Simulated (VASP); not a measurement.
The system is Mg.

```
Mg
1.0
     3.20930    0.00000    0.00000
    -1.60465    2.77934    0.00000
     0.00000    0.00000    5.21030
Mg
2
Direct
  0.66667 0.33333 0.75000
  0.33333 0.66667 0.25000
```

```yaml
Program: VASP 6.6.1
Task: relaxation of cell and atoms
Functional: HSEsol
Potentials_or_basis: VASP PAW PBE potentials, release 64 (Mg)
Cutoff: 600 eV
k_mesh: 5 × 5 × 3
Occupations: fermi-dirac, width 0.05 eV
Spin: no spin polarisation
```

At the start: pressure -1.2 GPa; volume 23.24 Å³/atom.

Task: How do energy, volume and symmetry change on relaxing?

Result: Over 3 steps the energy falls by 2.9 meV/atom and the volume is 22.52 Å³/atom (-3.1 %); space group P6_3/mmc (No. 194, to 0.05 Å).

The path:
```csv
step,energy change (eV),largest force (eV/Å),pressure (GPa),volume (Å³)
1,0.0000,0.0000,-1.15,46.47
2,-0.0055,0.0000,-0.27,45.36
3,-0.0058,0.0000,0.00,45.04
```

Final structure:
```xyz
2
Lattice="3.1687 0.0000 0.0000 -1.5843 2.7442 0.0000 0.0000 0.0000 5.1796" Properties=species:S:1:pos:R:3 pbc="T T T"
Mg    1.5844    0.9147    3.8847
Mg    0.0000    1.8294    1.2949
```

Caveat: the k mesh is coarse (spacing up to 0.45 Å⁻¹), so the values aren't converged, least of all with exact exchange; the PAW data sets were made with another functional, which shifts forces and pressure a little.
